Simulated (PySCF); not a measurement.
# PbS (Galena) (Fm-3m) in PySCF: settings compared

The runs below take PbS (Galena) through density of states, with PBE, PBEsol.

Everything below comes from runs of PySCF 2.14.0. Logs are shortened: lines on timing, memory, paths and dates and some standing lists are left out, and cuts for length are marked.

### 1 The structure

It takes space group Fm-3m (No. 225, cubic). The conventional cell has a = 5.931 Å, b = 5.931 Å, c = 5.931 Å, α = 90.00°, β = 90.00°, γ = 90.00°. Pb (site symmetry m-3m) is surrounded by 6 S at 2.97 Å. Around S (site symmetry m-3m) lie 6 Pb at 2.97 Å.

### 2 Density of states, PBE

Contents of run.py:

```python
import json
import numpy as np
from pyscf.pbc import gto, scf, dft, df

cell = gto.Cell()
cell.a = '''
  0.0000000000    2.9657500000    2.9657500000
  2.9657500000    0.0000000000    2.9657500000
  2.9657500000    2.9657500000    0.0000000000'''
cell.atom = '''
Pb   0.0000000000    0.0000000000    0.0000000000
S    2.9657500000    2.9657500000    2.9657500000'''
cell.unit = 'A'
cell.basis = {'Pb': 'DZVP-MOLOPT-SR-GTH-q4', 'S': 'DZVP-MOLOPT-SR-GTH-q6'}
cell.pseudo = {'Pb': 'GTH-PBE-q4', 'S': 'GTH-PBE-q6'}
cell.ke_cutoff = 66  # hartree
cell.exp_to_discard = 0.02
cell.precision = 1e-08
cell.space_group_symmetry = True
cell.symmorphic = False
cell.max_memory = 2940  # MB
cell.verbose = 4
cell.build()

res = {}
kpts = cell.make_kpts([8, 8, 8], space_group_symmetry=True, time_reversal_symmetry=True)
cell.space_group_symmetry = False  # the mesh holds the operations; no search on the supercells of the integral code
mf = dft.KRKS(cell, kpts, xc='pbe')
mf = mf.multigrid_numint()
mf = mf.smearing(sigma=0.00183747, method='fermi')  # hartree
mf.conv_tol = 1e-07
mf.max_cycle = 60

mf.kernel()
res.update(converged=bool(mf.converged), e_tot=mf.e_tot, nelec=cell.nelectron, nao=cell.nao, mesh=list(map(int, cell.mesh)), a=cell.lattice_vectors().tolist(), coords=cell.atom_coords().tolist(),
           mo_energy=[np.real(x).tolist() for x in mf.mo_energy], mo_occ=[np.real(x).tolist() for x in mf.mo_occ])
res.update(e_free=mf.e_free, e_zero=mf.e_zero)
res.update(kpts=kpts.kpts_scaled_ibz.tolist(), weights=kpts.weights_ibz.tolist())
res['parts'] = {k: float(np.real(v)) for k, v in mf.scf_summary.items() if np.isscalar(v)}
json.dump(res, open('results.json', 'w'))
if not mf.converged:
    raise SystemExit('SCF not converged')

print('levels (eV)')
for i, kp in enumerate(res['kpts'][:40]):
    print('k %7.4f %7.4f %7.4f  ' % tuple(kp), ' '.join('%.3f' % (x * 27.211386) for x in res['mo_energy'][i][:10]))

mf = mf.to_khf()  # unfold to the whole mesh
kpts = mf.kpts
# Mulliken populations
dm, s = np.asarray(mf.make_rdm1()), np.asarray(mf.get_ovlp())
sites = cell.aoslice_by_atom()[:, 2:]
tot = np.einsum('kij,kji->i', dm, s).real / len(kpts)
res['mulliken'] = [cell.atom_charge(i) - tot[a0:a1].sum() for i, (a0, a1) in enumerate(sites)]
print('Mulliken charges', np.round(res['mulliken'], 5))

# density of states, Gaussians of 0.15 eV
e = np.asarray(mf.mo_energy).real.reshape(1, -1) * 27.211386
ef = mf.get_fermi()
ef = np.max(ef) * 27.211386
x = np.arange(-15, 10.01, 0.1) + round(ef, 1)
dos = np.exp(-((x[:, None, None] - e) / 0.15) ** 2 / 2).sum(-1).T / (0.15 * np.sqrt(2 * np.pi) * len(kpts)) * 2
res.update(dos_e=x.tolist(), dos=dos.tolist())
for a, b in zip(x[::5], dos.T[::5]):
    print('%8.2f' % a, ' '.join('%9.4f' % y for y in b))

# density on a uniform mesh
grids = dft.gen_grid.UniformGrids(cell)
grids.mesh = [23, 23, 23]
grids.build()
ni = dft.numint.KNumInt()
rho = [ni.get_rho(cell, x, grids, kpts) for x in [dm]]
np.save('rho.npy', np.reshape(rho, (-1, *grids.mesh)))
res['done'] = True
json.dump(res, open('results.json', 'w'))
```

Potentials or basis: DZVP-MOLOPT-SR/GTH-PBE (potentials made for PBE).

Run with:

```sh
> OMP_NUM_THREADS=2 python -u run.py > log
```

What it wrote:

```text
Discarded 0 diffused primitive functions, 0 contracted functions

PySCF version 2.14.0

[INPUT] verbose = 4
[INPUT] num. atoms = 2
[INPUT] num. electrons = 10
[INPUT] charge = 0
[INPUT] spin (= nelec alpha-beta = 2S) = 0
[INPUT] symmetry False subgroup None
[INPUT] Mole.unit = A
[INPUT] Symbol           X                Y                Z      unit          X                Y                Z       unit  Magmom
[INPUT]  1 Pb     0.000000000000   0.000000000000   0.000000000000 AA    0.000000000000   0.000000000000   0.000000000000 Bohr   0.0
[INPUT]  2 S      2.965750000000   2.965750000000   2.965750000000 AA    5.604455253929   5.604455253929   5.604455253929 Bohr   0.0

nuclear repulsion = -12.9682544134327
number of shells = 6
number of NR pGTOs = 81
number of NR cGTOs = 26
basis = {'Pb': 'DZVP-MOLOPT-SR-GTH-q4', 'S': 'DZVP-MOLOPT-SR-GTH-q6'}
ecp = {}
lattice vectors  a1 [0.000000000, 5.604455254, 5.604455254]
                 a2 [5.604455254, 0.000000000, 5.604455254]
                 a3 [5.604455254, 5.604455254, 0.000000000]
dimension = 3
low_dim_ft_type = None
Cell volume = 352.071
exp_to_discard = 0.02
rcut = 29.603194992174124 (nimgs = [5 5 5])
precision = 1e-08
pseudo = {'Pb': 'GTH-PBE-q4', 'S': 'GTH-PBE-q6'}
ke_cutoff = 66
    = [31 31 31] mesh (29791 PWs)
[Cell] Point group symbol:  m-3m
time reversal: False
k-points in IBZ                         weights
  0:  0.000000,  0.000000,  0.000000    1/512
  1:  0.500000,  0.500000,  0.000000    3/512
  2:  0.500000,  0.500000,  0.500000    4/512
  3:  0.625000,  0.625000,  0.000000    6/512
  4:  0.625000,  0.625000,  0.625000    8/512
  5:  0.750000,  0.375000,  0.375000    12/512
[... 21 lines left out ...]
 27:  0.875000,  0.875000,  0.750000    12/512
 28:  0.875000,  0.875000,  0.875000    8/512

******** <class 'pyscf.pbc.scf.smearing.SmearingKsymAdaptedKRKS'> ********
method = SmearingKsymAdaptedKRKS
initial guess = minao
damping factor = 0
level_shift factor = 0
DIIS = <class 'pyscf.scf.diis.CDIIS'>
diis_start_cycle = 1
diis_space = 8
diis_damp = 0
SCF conv_tol = 1e-07
SCF conv_tol_grad = None
SCF max_cycles = 60
direct_scf = True
direct_scf_tol = 1e-13

******** PBC SCF flags ********
N kpts (BZ) = 512
N kpts (IBZ) = 29
Exchange divergence treatment (exxdiv) = ewald
    madelung (= occupied orbital energy shift) = 0.05112965786125845
    Total energy shift due to Ewald probe charge = -1/2 * Nelec*madelung = -0.255648289306
DF object = <pyscf.pbc.df.fft.FFTDF object>
XC functionals = pbe
small_rho_cutoff = 0
Uniform grid, mesh = [31 31 31]
Set gradient conv threshold to 0.000316228
nelec by numeric integration = 10.000000000000004
init E= -13.4626938932227
    sigma = 0.00183747  Optimized mu = 0.238637020339  entropy = 0.00455825278742
nelec by numeric integration = 10.00000000000002
    Total E(T) = -13.7630772039198  Free energy = -13.7630855795726  E0 = -13.7630813917462
cycle= 1 E= -13.7630772039198  delta_E= -0.3  |g|= 1.68  |ddm|= 13.2
    sigma = 0.00183747  Optimized mu = 0.177790564006  entropy = 5.07616043342e-08
nelec by numeric integration = 10.000000000000005
    Total E(T) = -13.6921531092829  Free energy = -13.6921531093761  E0 = -13.6921531093295
cycle= 2 E= -13.6921531092829  delta_E= 0.0709  |g|= 2.56  |ddm|= 9.33
    sigma = 0.00183747  Optimized mu = 0.208136222778  entropy = 0.00271258034549
nelec by numeric integration = 10.000000000000014
    Total E(T) = -13.8222615139738  Free energy = -13.8222664982588  E0 = -13.8222640061163
cycle= 3 E= -13.8222615139738  delta_E= -0.13  |g|= 0.081  |ddm|= 4.83
    sigma = 0.00183747  Optimized mu = 0.208224241873  entropy = 0.00388062093446
nelec by numeric integration = 10.000000000000018
    Total E(T) = -13.8224021180782  Free energy = -13.8224092486028  E0 = -13.8224056833405
cycle= 4 E= -13.8224021180782  delta_E= -0.000141  |g|= 0.00314  |ddm|= 0.195
    sigma = 0.00183747  Optimized mu = 0.208203194373  entropy = 0.00386201870106
nelec by numeric integration = 10.000000000000016
    Total E(T) = -13.8224023539543  Free energy = -13.8224094502978  E0 = -13.8224059021261
cycle= 5 E= -13.8224023539543  delta_E= -2.36e-07  |g|= 0.000102  |ddm|= 0.00636
    sigma = 0.00183747  Optimized mu = 0.208197012045  entropy = 0.00386204078271
nelec by numeric integration = 10.000000000000018
    Total E(T) = -13.8224023541285  Free energy = -13.8224094505126  E0 = -13.8224059023205
cycle= 6 E= -13.8224023541285  delta_E= -1.74e-10  |g|= 2.57e-05  |ddm|= 0.000218
    sigma = 0.00183747  Optimized mu = 0.208196169545  entropy = 0.00386127382133
nelec by numeric integration = 10.000000000000023
    Total E(T) = -13.8224023555145  Free energy = -13.8224094504893  E0 = -13.8224059030019
Extra cycle  E= -13.8224023555145  delta_E= -1.39e-09  |g|= 4.21e-05  |ddm|= 0.00014
converged SCF energy = -13.8224023555145
levels (eV)
k  0.0000  0.0000  0.0000   -8.030 -0.589 3.371 3.371 3.371 10.696 10.696 10.696 12.505 12.505
k  0.5000  0.5000  0.0000   -6.553 -1.777 0.233 2.045 2.045 9.355 11.103 11.188 11.188 16.926
k  0.5000  0.5000  0.5000   -6.768 -3.440 3.655 3.655 5.486 5.845 7.395 7.395 14.569 18.747
k  0.6250  0.6250  0.0000   -6.822 -1.993 1.447 2.218 2.218 9.619 9.913 10.909 10.909 16.518
k  0.6250  0.6250  0.6250   -7.039 -2.991 3.595 3.595 4.941 6.607 7.734 7.734 13.968 16.267
k  0.7500  0.3750  0.3750   -6.502 -2.559 0.650 2.523 2.960 8.876 9.568 10.638 11.960 17.801
[... 21 lines left out ...]
k  0.8750  0.8750  0.7500   -7.693 -1.566 2.905 3.645 4.292 8.127 8.750 9.963 13.135 13.155
k  0.8750  0.8750  0.8750   -7.905 -1.037 3.398 3.398 3.686 9.496 9.883 9.883 12.787 12.976
Mulliken charges [ 0.45675 -0.45675]
   -9.50    0.0000
   -9.00    0.0000
   -8.50    0.0001
   -8.00    0.1396
   -7.50    0.5620
   -7.00    1.3390
[... 43 lines left out ...]
   15.00    0.7387
   15.50    0.0875
```

Run time: 1.9 min. Hardware: 2 threads of Intel Xeon Platinum 8375C at 2.90GHz (Ice Lake), shared host; peak memory 2.7 GiB.

Results:

| Item | Value |
| --- | --- |
| Free energy | -376.1269 eV |
| Band gap on the k mesh | 0.36 eV, direct |
| Mulliken charges | Pb +0.46; S -0.46 e |

States per cell in windows of 1 eV (zero at the valence-band top; states under -8 eV left out):
```
from (eV)  total
     -8.0   0.83
     -7.0   0.09
     -6.0   0.05
     -5.0   0.59
     -4.0   1.45
     -3.0   2.00
     -2.0   1.37
     -1.0   0.54
      0.0   0.07
      1.0   0.87
      2.0   1.13
      3.0   1.45
      4.0   2.12
      5.0   0.62
      6.0   0.51
      7.0   0.70
```

Caveat: Mulliken charges move with the basis; spin-orbit coupling is left out, which as a rule narrows the gap of such compounds by several tenths of an eV; the basis of atomic orbitals isn't converged, which shifts pressures, moduli and gaps. A k mesh can miss the band edges.

### 3 Density of states, PBEsol

run.py: that of step 2 with these lines changed.

```diff
@@ -27,3 +27,3 @@
 cell.space_group_symmetry = False  # the mesh holds the operations; no search on the supercells of the integral code
-mf = dft.KRKS(cell, kpts, xc='pbe')
+mf = dft.KRKS(cell, kpts, xc='pbesol')
 mf = mf.multigrid_numint()
```

Potentials or basis: DZVP-MOLOPT-SR/GTH-PBE (potentials made for PBE).

Run with:

```sh
> OMP_NUM_THREADS=2 python -u run.py > log
```

It took 2 min on 2 threads of Arm Neoverse V2, shared host; peak memory 2.7 GiB.

Results (log left out):

```yaml
Free_energy: -375.2501 eV
Band_gap_on_the_k_mesh: 0.23 eV, direct
Mulliken_charges: Pb +0.42; S -0.42 e
```

Levels at points of the mesh, in eV from the valence-band top:
```csv
k point,band 1,band 2,band 3,band 4,band 5,band 6,band 7,band 8,band 9,band 10
"(0.00, 0.00, 0.00)",-13.56,-6.02,-2.16,-2.16,-2.16,5.22,5.22,5.22,6.85,6.85
"(0.50, 0.50, 0.00)",-12.07,-7.20,-5.36,-3.51,-3.51,3.64,5.58,5.70,5.70,11.36
"(0.50, 0.50, 0.50)",-12.29,-8.92,-1.89,-1.89,0.00,0.23,1.86,1.86,8.88,13.12
```

States per cell in windows of 1 eV (zero at the valence-band top; states under -8 eV left out):
```
from (eV)  total
     -8.0   0.76
     -7.0   0.08
     -6.0   0.12
     -5.0   0.70
     -4.0   1.54
     -3.0   1.91
     -2.0   1.35
     -1.0   0.38
      0.0   0.14
      1.0   0.98
      2.0   1.14
      3.0   1.64
      4.0   1.87
      5.0   0.52
      6.0   0.56
      7.0   0.67
```

Caveat: Mulliken charges move with the basis; spin-orbit coupling is left out, which as a rule narrows the gap of such compounds by several tenths of an eV; the basis of atomic orbitals isn't converged, which shifts pressures, moduli and gaps.
